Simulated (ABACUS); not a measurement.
Here is an ABACUS 3.10.1 calculation.

The input INPUT:

```
INPUT_PARAMETERS
suffix              Ge
calculation         nscf
basis_type          pw
pseudo_dir          ./
symmetry            -1
dft_functional      pz
ecutwfc             124.0
pseudo_rcut         7
nspin               1
nbands              165
ks_solver           dav
smearing_method     fd
smearing_sigma      0.00367493
scf_thr             1e-08
scf_nmax            100
mixing_type         broyden
mixing_beta         0.7
init_chg            file
pw_diag_thr         1e-07
out_band            1
kpar                4
```

File STRU:

```
ATOMIC_SPECIES
Ge 72.6300 Ge.upf

LATTICE_CONSTANT
1.8897261246

LATTICE_VECTORS
5.9300000000 0.0000000000 0.0000000000
0.0000000000 5.9300000000 0.0000000000
0.0000000000 0.0000000000 6.9800000000

ATOMIC_POSITIONS
Direct

Ge
0.0
12
0.3750000000 0.1667000000 0.7500000000 1 1 1
0.3333000000 0.8750000000 0.5000000000 1 1 1
0.6250000000 0.8333000000 0.2500000000 1 1 1
0.6667000000 0.1250000000 0.0000000000 1 1 1
0.8750000000 0.3333000000 0.5000000000 1 1 1
0.8333000000 0.6250000000 0.7500000000 1 1 1
0.1250000000 0.6667000000 0.0000000000 1 1 1
0.1667000000 0.3750000000 0.2500000000 1 1 1
0.5750000000 0.4250000000 0.2500000000 1 1 1
0.9250000000 0.9250000000 0.5000000000 1 1 1
0.4250000000 0.5750000000 0.7500000000 1 1 1
0.0750000000 0.0750000000 0.0000000000 1 1 1
```

Contents of KPT:

```
K_POINTS
12
Line
0.00000000 0.00000000 0.00000000 6 // G
0.00000000 0.50000000 0.00000000 6 // X
0.50000000 0.50000000 0.00000000 6 // M
0.00000000 0.00000000 0.00000000 6 // G
0.00000000 0.00000000 0.50000000 6 // Z
0.00000000 0.50000000 0.50000000 6 // R
0.50000000 0.50000000 0.50000000 6 // A
0.00000000 0.00000000 0.50000000 1 // Z
0.00000000 0.50000000 0.00000000 6 // X
0.00000000 0.50000000 0.50000000 1 // R
0.50000000 0.50000000 0.00000000 6 // M
0.50000000 0.50000000 0.50000000 1 // A
```

Potentials or basis: PseudoDojo NC SR 0.4.1 LDA stringent, plane waves.

Command:

```console
$ OMP_NUM_THREADS=1 mpirun -np 4 abacus > log
```

What does it give for the band gap along the path?

0.38 eV, direct.

Levels at the corners of the path, in eV from the Fermi level:
```csv
point,band 129,band 130,band 131,band 132,band 133,band 134,band 135,band 136
Γ,-1.31,-1.31,-1.30,-0.53,1.00,1.00,1.07,1.98
X,-1.01,-1.01,-0.57,-0.57,0.82,0.82,1.75,1.75
M,-0.76,-0.76,-0.48,-0.48,0.63,0.63,0.98,0.98
Γ,-1.31,-1.31,-1.30,-0.53,1.00,1.00,1.07,1.98
Z,-1.56,-1.56,-1.06,-1.06,0.40,0.40,1.06,1.06
R,-1.26,-1.26,-0.87,-0.87,0.25,0.25,0.96,0.96
A,-1.50,-1.50,-1.50,-1.50,0.76,0.76,0.76,0.76
Z,-1.56,-1.56,-1.06,-1.06,0.40,0.40,1.06,1.06
X,-1.01,-1.01,-0.57,-0.57,0.82,0.82,1.75,1.75
R,-1.26,-1.26,-0.87,-0.87,0.25,0.25,0.96,0.96
M,-0.76,-0.76,-0.48,-0.48,0.63,0.63,0.98,0.98
A,-1.50,-1.50,-1.50,-1.50,0.76,0.76,0.76,0.76
```

Caveat: the density is read from an earlier self-consistent run, whose mesh may be coarse.

**What was measured.**

From “Properties of the exotic metastable ST12 germanium allotrope”, 2017, pmc:5216117, for a powder of Ge: band gap 0.74 ± 0.02 eV (optical).

Against the measured gap of Ge, 0.74 eV (optical; powder; “Properties of the exotic metastable ST12 germanium allotrope”, 2017, pmc:5216117), the calculated 0.38 eV is off by -0.36 eV. Spin-orbit coupling on Ge is left out. The value is that of LDA, without temperature or zero-point motion. Semilocal functionals fall short of measured gaps as a rule.
